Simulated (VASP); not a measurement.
Runs of VASP 6.6.1 on C. It takes space group Fd-3m (No. 227, cubic). The conventional cell has a = 3.567 Å, b = 3.567 Å, c = 3.567 Å, α = 90.00°, β = 90.00°, γ = 90.00°. C (site symmetry -43m) has 4 C at 1.54 Å as nearest neighbours. This isn't the form of C at room conditions, which is graphite.

```tsv
task	level	cell	cutoff (eV)	gap on the mesh (eV)	pressure (GPa)	relaxed volume (Å³/atom)
relaxation of cell and atoms	rev-vdW-DF2	relaxed	600	4.19	0.0	-
relaxation of cell and atoms	BLYP	relaxed	600	4.41	-0.1	(a)
relaxation of cell and atoms	revPBE	relaxed	600	4.10	0.0	5.75
band structure	AM05	as given	520	4.03	-	-
relaxation of cell and atoms	vdW-DF2	relaxed	600	(b)	-0.1	5.86
```

Alike in all rows: potentials or basis VASP PAW PBE potentials, release 64 (C); no spin polarisation; k mesh 13 × 13 × 13; smearing fermi-dirac 0.05 eV.

Estimate the missing entries.

(a) 5.82; (b) 4.58.

Caveats: the PAW data sets were made with another functional, which shifts forces and pressure a little; an odd mesh through Γ misses points on the zone boundary, where band edges often lie (some runs); the relaxation stopped at its first step, so nothing moved (some runs).
